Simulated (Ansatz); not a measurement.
# What a trial cell of Ge relaxes into

Computed with DFT PBE, scalar-relativistic, plane waves, PAW (Ansatz). Cutoff 420 eV, Gaussian smearing, Γ-centred meshes. Cell and atoms relax on a converged mesh. In metals the finer mesh still leaves noise of several meV/atom or more. The steps can't lower the symmetry of their start. No spin polarisation.

Recipe of this trial structure of Ge: one element on all sites of the Bi type (P2_1/m, No. 11). Lengths were set from tabulated atomic sizes, so they are only a guess.

Space group P2_1/m (No. 11). a = 2.744 Å, b = 3.809 Å, c = 3.920 Å, α = 90.00°, β = 93.04°, γ = 90.00°
| atom | site | symmetry | x | y | z |
| --- | --- | --- | --- | --- | --- |
| Ge | 2e | m | 0.5024 | 0.2500 | 0.7494 |

Energies count from the standard state of Ge at the same level.

Question: Which structure results?

Answer: The symmetry goes from P2_1/m (No. 11) to Pm-3m (No. 221), and the primitive cell from 2 to 1 atom. The end has the simple cubic type. The volume per atom shrinks by 2.6 %, from 20.5 to 19.9 Å³. The shortest distance goes from 2.73 Å (Ge–Ge) to 2.71 Å (Ge–Ge). The end is written in a standard setting, so origin, axes and order of atoms can differ from the start's. Conventional cell: a = 2.711 Å. Around Ge lie 6 Ge at 2.71 Å.

```xyz
1
Lattice="2.7110 0.0000 0.0000 0.0000 2.7110 0.0000 0.0000 0.0000 2.7110" Properties=species:S:1:pos:R:3 pbc="T T T"
Ge    1.3555    1.3555    1.3555
```

Question: How does it come out in energy, and is it a metal?

Answer: The energy over the standard state is +0.24 eV/atom. The gap on the 20×14×14 mesh of the 2-atom cell is 0 eV (a metal).

It lies above the standard state, so it could only be metastable.

The last run used Gaussian smearing of 0.10 eV. The end has Cmmm (No. 65) at a tolerance of 0.01 Å; the cell shown is made exact in the group found at 0.05 Å. Symmetry constrained the relaxation, so the result can be a saddle point.
